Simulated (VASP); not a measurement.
# GaN in VASP: one cell, several levels of theory, part 1 of 2

GaN (rocksalt), under -1.3 % strain along [111] alone is computed at one geometry. Runs: PBE, r2SCAN. The results are then set beside those of Ansatz 0.2.0 for the same cell. This is a trial cell built on a prototype, not taken from a measured structure, and it needn't be the compound's ground state.

Program: VASP 6.6.1. PAW datasets, plane waves. Note: simulated data, non-magnetic, for a generated structure that need not be the stable one.

## Step 1: The system as given

The cell comes from an earlier relaxation with r2SCAN in another program, then strained, with the atoms relaxed again.

The symmetry is R-3m (No. 166, trigonal); a = 2.982 Å, c = 7.207 Å in the conventional setting, 9.25 Å³ an atom. Ga has 6 N at 2.10 Å; N has 6 Ga at 2.10 Å.

Structure file:

```
CELL_PARAMETERS angstrom
-0.01870 2.08982 2.08982
2.08982 -0.01870 2.08982
2.08982 2.08982 -0.01870
ATOMIC_POSITIONS crystal
Ga 0.00000 0.00000 0.00000
N 0.50000 0.50000 0.50000
```

## Step 2: Single point with PBE

Input file INCAR:

```
ENCUT = 520.000000
SIGMA = 0.020000
EDIFF = 1.00e-07
GGA = PE
PREC = Accurate
IBRION = -1
ISIF = 2
ISMEAR = -1
NBANDS = 16
NELM = 120
NSW = 0
LASPH = .TRUE.
LCHARG = .TRUE.
LELF = .TRUE.
LWAVE = .FALSE.
LREAL = .FALSE.
```

Input file KPOINTS:

```
KPOINTS created by Atomic Simulation Environment
0
Gamma
10 10 10
0 0 0
```

Input file KPOINTS_OPT:

```
special points
8
Reciprocal
0.0000000000 0.0000000000 0.0000000000 1
0.5000000000 0.0000000000 0.5000000000 1
0.6250000000 0.2500000000 0.6250000000 1
0.3750000000 0.3750000000 0.7500000000 1
0.5000000000 0.5000000000 0.5000000000 1
0.5000000000 0.2500000000 0.7500000000 1
0.0000000000 0.1744790000 -0.1770830000 1
0.0000000000 0.5000000000 0.5000000000 1
```

Input file POSCAR:

```
Ga N
 1.0000000000000000
    -0.0186955017000000    2.0898197332000001    2.0898197332000001
     2.0898197332000001   -0.0186955017000000    2.0898197332000001
     2.0898197332000001    2.0898197332000001   -0.0186955017000000
 Ga  N
   1   1
Cartesian
  0.0000000000000000  0.0000000000000000  0.0000000000000000
  2.0804719823500002  2.0804719823500002  2.0804719823500002
```

Potentials: the recommended PBE PAW datasets, 18 valence electrons in the neutral cell.

Started as:

```console
> mpirun -np 1 vasp_std
```

Printed to the terminal (iteration lines stand in OSZICAR):

```text
POSCAR found type information on POSCAR GaN
 POSCAR found :  2 types and       2 ions
 LDA part: xc-table for (Slater+PW92), standard interpolation
 POSCAR, INCAR and KPOINTS ok, starting setup
 FFT: planning ... GRIDC
 FFT: planning ... GRID_SOFT
 FFT: planning ... GRID
 WAVECAR not read
 entering main loop
 Start KPOINTS_OPT (optional k-point list driver)
k-point batch [1-8\8]
```

OSZICAR:

```text
N       E                     dE             d eps       ncg     rms          rms(c)
DAV:   1     0.724577928124E+02    0.72458E+02   -0.93148E+03  4360   0.214E+03
DAV:   2    -0.880475521776E+01   -0.81263E+02   -0.76119E+02  4264   0.317E+02
DAV:   3    -0.129783223634E+02   -0.41736E+01   -0.41606E+01  4240   0.622E+01
DAV:   4    -0.130136085621E+02   -0.35286E-01   -0.35283E-01  4672   0.599E+00
DAV:   5    -0.130140272940E+02   -0.41873E-03   -0.41873E-03  4320   0.594E-01    0.741E+00
DAV:   6    -0.111871584381E+02    0.18269E+01   -0.43043E+00  5384   0.405E+01    0.239E+00
DAV:   7    -0.111799687949E+02    0.71896E-02   -0.24110E-01  4456   0.521E+00    0.158E+00
DAV:   8    -0.111670901453E+02    0.12879E-01   -0.30162E-02  4176   0.220E+00    0.503E-01
DAV:   9    -0.111653011964E+02    0.17889E-02   -0.67837E-03  4576   0.203E+00    0.113E-01
DAV:  10    -0.111652856146E+02    0.15582E-04   -0.57957E-04  4400   0.305E-01    0.159E-02
DAV:  11    -0.111652814608E+02    0.41538E-05   -0.44276E-05  4560   0.707E-02    0.119E-02
DAV:  12    -0.111652831396E+02   -0.16788E-05   -0.23363E-06  4472   0.283E-02    0.306E-03
DAV:  13    -0.111652830935E+02    0.46116E-07   -0.20490E-07  4072   0.431E-03
   1 F= -.11165283E+02 E0= -.11165283E+02  d E =-.193800E-09
       N       E                     dE             ncg
DAV:   1     0.216456377782E+04   -0.55098E+04      304
DAV:   2     0.156619592464E+04   -0.59837E+03      296
DAV:   3     0.153819312822E+04   -0.28003E+02      320
DAV:   4     0.153798049585E+04   -0.21263E+00      304
DAV:   5     0.153797734180E+04   -0.31541E-02      328
DAV:   6     0.153797727478E+04   -0.67020E-04      320
DAV:   7     0.153797727255E+04   -0.22299E-05      336
DAV:   8     0.153797727248E+04   -0.67784E-07      272
```

The lines after F= are the extra pass for the points of KPOINTS_OPT, at fixed density; their E is not a total energy.

OUTCAR, selected sections:

```text
k-points           NKPTS =    116   k-points in BZ     NKDIM =    116   number of bands    NBANDS=     16

   NELECT =      18.0000    total number of electrons

   dimension x,y,z NGX =    24 NGY =   24 NGZ =   24
   dimension x,y,z NGXF=    48 NGYF=   48 NGZF=   48

  energy-cutoff  :      520.00
  volume of cell :       18.50
      direct lattice vectors                 reciprocal lattice vectors
    -0.018695502  2.089819733  2.089819733    -0.236068228  0.238199154  0.238199154
     2.089819733 -0.018695502  2.089819733     0.238199154 -0.236068228  0.238199154
     2.089819733  2.089819733 -0.018695502     0.238199154  0.238199154 -0.236068228

 k-points in reciprocal lattice and weights: KPOINTS created by Atomic Simulation Env
   0.00000000  0.00000000  0.00000000       0.001
   0.10000000  0.00000000  0.00000000       0.006
   0.20000000  0.00000000  0.00000000       0.006
   0.30000000  0.00000000  0.00000000       0.006
   0.40000000  0.00000000  0.00000000       0.006
   0.50000000 -0.00000000 -0.00000000       0.003
   0.10000000  0.10000000  0.00000000       0.006
   0.20000000  0.10000000  0.00000000       0.012
[... 108 more k-points ...]

 E-fermi :   8.5280

 k-point     1 :       0.0000    0.0000    0.0000
  band No.  band energies     occupation
      1      -9.3534      2.00000
      2      -5.8324      2.00000
      3      -5.8324      2.00000
      4      -5.8256      2.00000
      5      -5.7291      2.00000
      6      -5.7291      2.00000
      7       7.5629      2.00000
      8       7.5629      2.00000
      9       7.7351      2.00000
     10      10.6198      0.00000
     11      22.8599      0.00000
     12      22.8599      0.00000
     13      23.2787      0.00000
     14      24.1376      0.00000
     15      24.2415      0.00000
     16      24.2415      0.00000

 k-point     2 :       0.1000    0.0000    0.0000
  band No.  band energies     occupation
      1      -9.1557      2.00000
      2      -5.8401      2.00000
      3      -5.8265      2.00000
      4      -5.8153      2.00000
      5      -5.7429      2.00000
      6      -5.7396      2.00000
      7       6.4157      2.00000
      8       7.5910      2.00000
      9       7.7381      2.00000
     10      11.5594      0.00000
     11      20.5046      0.00000
     12      22.1985      0.00000
     13      22.3825      0.00000
     14      24.1578      0.00000
     15      24.1986      0.00000
     16      24.4951      0.00000

 k-point     3 :       0.2000    0.0000    0.0000
  band No.  band energies     occupation
      1      -8.5825      2.00000
      2      -5.8635      2.00000
      3      -5.8565      2.00000
      4      -5.8371      2.00000
      5      -5.7262      2.00000
      6      -5.7209      2.00000
      7       4.3630      2.00000
      8       7.6740      2.00000
      9       7.7999      2.00000
     10      12.8305      0.00000
     11      18.4794      0.00000
     12      20.4636      0.00000
     13      20.5820      0.00000
     14      23.9206      0.00000
     15      25.1912      0.00000
     16      25.5797      0.00000

 k-point     4 :       0.3000    0.0000    0.0000
  band No.  band energies     occupation
      1      -7.7097      2.00000
      2      -5.9269      2.00000
      3      -5.9095      2.00000
      4      -5.8897      2.00000
      5      -5.6645      2.00000
      6      -5.6629      2.00000
      7       2.2587      2.00000
      8       7.7979      2.00000
      9       7.8979      2.00000
     10      13.3366      0.00000
     11      17.6651      0.00000
     12      18.8430      0.00000
     13      18.9661      0.00000
     14      23.9734      0.00000
     15      26.9918      0.00000
     16      27.4205      0.00000

 k-point     5 :       0.4000    0.0000    0.0000
  band No.  band energies     occupation
      1      -6.7416      2.00000
      2      -5.9875      2.00000
      3      -5.9662      2.00000
      4      -5.9356      2.00000
      5      -5.6111      2.00000
      6      -5.6103      2.00000
      7       0.5127      2.00000
      8       7.9188      2.00000
      9       7.9965      2.00000
     10      13.1416      0.00000
     11      17.7159      0.00000
     12      17.7522      0.00000
     13      17.8902      0.00000
     14      24.4244      0.00000
     15      29.3542      0.00000
     16      29.8045      0.00000

 k-point     6 :       0.5000   -0.0000   -0.0000
  band No.  band energies     occupation
      1      -6.1491      2.00000
      2      -6.0621      2.00000
      3      -6.0107      2.00000
      4      -5.9863      2.00000
      5      -5.5909      2.00000
      6      -5.5893      2.00000
      7      -0.2400      2.00000
      8       7.9708      2.00000
      9       8.0395      2.00000
     10      12.9865      0.00000
     11      17.3673      0.00000
     12      17.5081      0.00000
     13      17.8184      0.00000
     14      24.7476      0.00000
     15      31.3423      0.00000
     16      31.7931      0.00000

 k-point     7 :       0.1000    0.1000    0.0000
  band No.  band energies     occupation
      1      -9.0930      2.00000
      2      -5.8490      2.00000
      3      -5.8098      2.00000
      4      -5.8064      2.00000
      5      -5.7786      2.00000
      6      -5.7181      2.00000
      7       6.6023      2.00000
      8       7.3031      2.00000
      9       7.4322      2.00000
     10      11.8961      0.00000
     11      20.7529      0.00000
     12      21.2653      0.00000
     13      21.9350      0.00000
     14      22.1146      0.00000
     15      26.2552      0.00000
     16      26.3660      0.00000

 k-point     8 :       0.2000    0.1000    0.0000
  band No.  band energies     occupation
      1      -8.6608      2.00000
      2      -5.8684      2.00000
      3      -5.8464      2.00000
      4      -5.7979      2.00000
      5      -5.7534      2.00000
      6      -5.7003      2.00000
      7       5.0425      2.00000
      8       7.2350      2.00000
      9       7.4368      2.00000
     10      13.0109      0.00000
     11      18.6806      0.00000
     12      19.5195      0.00000
     13      21.3321      0.00000
     14      22.5593      0.00000
     15      26.4587      0.00000
     16      27.3758      0.00000

[... the tables of k-points 9 to 116 left out ...]

  Total        1.4471125      1.4471125      1.4471125      0.2228341      0.2228341      0.2228341
  in kB      125.3336063    125.3336063    125.3336063     19.2995402     19.2995402     19.2995402
  external PRESSURE =     125.3336063 kB  Pullay stress =       0.0000000 kB

 POSITION                                       TOTAL-FORCE (eV/Angst)
 -----------------------------------------------------------------------------------
      0.00000      0.00000      0.00000         0.000000      0.000000      0.000000
      2.08047      2.08047      2.08047        -0.000000     -0.000000     -0.000000
 -----------------------------------------------------------------------------------
    total drift:                                0.000000     -0.000000     -0.000000

  FREE ENERGIE OF THE ION-ELECTRON SYSTEM (eV)
  ---------------------------------------------------
  free  energy   TOTEN  =       -11.1652830935 eV

  energy  without entropy=      -11.1652830933  energy(sigma->0) =      -11.16528309
```

Hardware: 1 MPI rank of Intel Xeon 6975P-C, shared host.

The levels at the points of KPOINTS_OPT are read from vasprun.xml.

Near the gap, in eV above the top of the last filled band v; c is the band after it:

| point | v−1 | v | c | c+1 |
| --- | --- | --- | --- | --- |
| Γ | -0.64 | -0.47 | 2.42 | 14.66 |
| X | -3.25 | -3.08 | 0.67 | 7.81 |
| U | -5.81 | -2.29 | 3.19 | 9.05 |
| K | -5.81 | -2.29 | 3.19 | 9.05 |
| L | -0.28 | -0.28 | 4.57 | 8.97 |
| W | -5.51 | -4.71 | 5.22 | 9.98 |

PBE gives an indirect gap of 0.67 eV, from (0.00, 0.17, -0.18) to X; the least direct gap is 2.88 eV. Pressure: 12.53 GPa; the forces vanish within 0.01 eV/Å.

The maps below are laid out on this run's own conventional cell (a, b, c = 2.982, 2.982, 7.207 Å).

Density in a lattice plane of the grid's cell (edges 2.98 and 7.21 Å, at 0.000 of the third edge), which holds Ga and N.

Values in e/Å³, 12 rows by 6 columns:
```
 4.02  1.37  0.35  0.35  0.35  1.37
 0.18  0.22  0.43  0.65  0.43  0.22
 0.09  0.15  0.35  0.53  0.35  0.15
 0.22  0.22  0.33  0.62  0.33  0.22
 1.68  0.91  0.35  0.26  0.35  0.91
 3.64  2.27  0.45  0.19  0.45  2.27
 1.68  0.91  0.35  0.26  0.35  0.91
 0.22  0.22  0.33  0.62  0.33  0.22
 0.09  0.15  0.35  0.53  0.35  0.15
 0.18  0.22  0.43  0.65  0.43  0.22
 4.02  1.37  0.35  0.35  0.35  1.37
16.62  6.35  0.35  0.19  0.35  6.35
```
Columns run along the first of these edges and rows up along the second, over one cell in 6 and 12 even steps from the bottom left corner. Atoms in the plane (fractional): Ga at (0.00, 0.00), N at (0.00, 0.50).

ELF in the same plane.

Ten even steps from '0' (0.03) to '9' (0.81):
```
0022232220
2223676322
1125888521
0025787520
0013444310
0011222110
5421222124
9973212379
7997212799
0598313895
7997212799
9973212379
5421222124
0011222110
0013444310
0025787520
1125888521
2223676322
0022232220
2012111210
```
Columns run along the first of these edges and rows up along the second, over one cell in 10 and 20 even steps from the bottom left corner. Atoms in the plane (fractional): Ga at (0.00, 0.00), N at (0.00, 0.50).

Both are smooth fields of the valence electrons: close to the nuclei they are not physical.

Outside the cores ELF peaks at 0.83 in the shell around N, 0.7 Å from N.

(Continued in part 2 of 2.)
